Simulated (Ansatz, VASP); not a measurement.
# C: VASP beside Ansatz

```
C
1.0
     2.52210    0.00000    0.00000
    -1.26105    2.18420    0.00000
     0.00000    0.00000    8.23710
C
8
Direct
  0.00000 0.00000 0.09375
  0.00000 0.00000 0.59375
  0.00000 0.00000 0.40625
  0.00000 0.00000 0.90625
  0.33333 0.66667 0.15625
  0.66667 0.33333 0.65625
  0.33333 0.66667 0.34375
  0.66667 0.33333 0.84375
```

This is a hexagonal form of diamond, not graphite.

Alike in both runs: task single point; functional r2SCAN; k mesh 12 × 12 × 4; occupations gaussian, width 0.05 eV; no spin polarisation.

|  | VASP | Ansatz |
| --- | --- | --- |
| version | VASP 6.6.1 | Ansatz 0.2.0 |
| potentials or method | VASP PAW PBE potentials, release 64 (C) | scalar-relativistic, plane waves, PAW |
| plane-wave cutoff (eV) | 520 | 500 |
| valence electrons in the cell | 32 | 32 |

```tsv
	VASP	Ansatz	Ansatz less VASP
gap on the k mesh at the Fermi level (eV)	4.62	4.64	+0.023
least direct gap on the mesh (eV)	5.41	5.45	+0.045
pressure (GPa)	-0.8	-1.9	-1.09
largest component of the traceless stress (GPa)	8.75	8.72	-0.029
rms of the force components (eV/Å)	0.200	0.199	-0.0009
```

Atom by atom the forces differ by 0.001 eV/Å (rms over components). With one functional, cell and mesh, what is left measures potentials, basis and numerics.

Caveats: the PAW data sets were made with another functional, which shifts forces and pressure a little (VASP).
